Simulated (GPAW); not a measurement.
The system is Te.

```
Te
1.0
     4.45400    0.00000    0.00000
    -2.22700    3.85728    0.00000
     0.00000    0.00000    5.92400
Te
3
Cartesian
  1.6279 2.8197 0.0000
  -0.5991 1.0376 3.9493
  1.1981 0.0000 1.9747
```

```yaml
Program: GPAW 26.7.0
Task: relaxation of cell and atoms
Functional: PBEsol
Dispersion: D4
Potentials_or_basis: PAW data sets generated in the run's folder for this functional
Cutoff: 600 eV
Basis: pw
k_mesh: 7 × 7 × 5
Occupations: fermi-dirac, width 0.05 eV
Spin: no spin polarisation
```

At the start: pressure -2.5 GPa; volume 33.93 Å³/atom.

Problem. How do energy, volume and symmetry change on relaxing?

Solution. Over 10 steps the energy falls by 34.0 meV/atom and the volume is 30.60 Å³/atom (-9.8 %); space group P3_121 (No. 152, to 0.05 Å).

The path:
| step | energy change (eV) | largest force (eV/Å) | pressure (GPa) | volume (Å³) |
| --- | --- | --- | --- | --- |
| 1 | 0.0000 | 0.0633 | -2.55 | 101.78 |
| 2 | -0.0118 | 0.0980 | -2.23 | 101.00 |
| 3 | -0.0539 | 0.3353 | 0.44 | 95.30 |
| 4 | -0.0589 | 0.3060 | 0.35 | 95.22 |
| 5 | -0.0968 | 0.0364 | 0.33 | 92.22 |
| 6 | -0.0987 | 0.0153 | 0.05 | 92.20 |
| 7 | -0.0992 | 0.0362 | -0.04 | 92.13 |
| 8 | -0.0997 | 0.0471 | -0.10 | 92.07 |
| 9 | -0.1008 | 0.0571 | -0.17 | 91.94 |
| 10 | -0.1021 | 0.0498 | -0.18 | 91.81 |

Final structure:
```
CELL_PARAMETERS angstrom
4.23005 0.00000 0.00000
-2.11502 3.66333 0.00000
0.00000 0.00000 5.92471
ATOMIC_POSITIONS crystal
Te 0.70641 0.70641 0.00000
Te 0.00000 0.29359 0.66667
Te 0.29359 0.00000 0.33333
```

Caveat: later steps reuse the first step's grids.
